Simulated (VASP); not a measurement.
Here is a VASP 6.6.1 calculation.

The input INCAR:

```
PREC = Accurate
ENCUT = 600
EDIFF = 1E-7
ISMEAR = 0
SIGMA = 0.02
LREAL = False
LASPH = True
NELM = 80
ALGO = Normal
ISIF = 3
LWAVE = False
LCHARG = False
GGA = PS
IBRION = 2
NSW = 70
EDIFFG = -0.005
```

KPOINTS

```
regular mesh
0
Gamma
  10 10 10
```

The input POSCAR:

```
Si
1.0
    0.0000000000      2.7348383258      2.7348383258
    2.7348383258      0.0000000000      2.7348383258
    2.7348383258      2.7348383258      0.0000000000
Si
2
Direct
    0.7500000000      0.7500000000      0.7500000000
    0.5000000000      0.5000000000      0.5000000000
```

Potentials or basis: VASP PAW PBE potentials, release 64 (Si).

The run is started by

```sh
$ cat potpaw_PBE.64/Si/POTCAR > POTCAR
$ mpirun -np 1 vasp_std > vasp.out
```

Q: Predict the space group after relaxing (to 0.05 Å).

A: Fd-3m (No. 227).

Q: Estimate the relaxed volume.

A: 20.08 Å³/atom.

The path:
```
step  energy change (eV)  largest force (eV/Å)  pressure (GPa)  volume (Å³)
   1              0.0000                0.0000           -1.68        40.91
   2             -0.0022                0.0000            1.21        39.65
   3             -0.0040                0.0000            0.00        40.15
```

Caveat: the PAW data sets were made with another functional, which shifts forces and pressure a little.
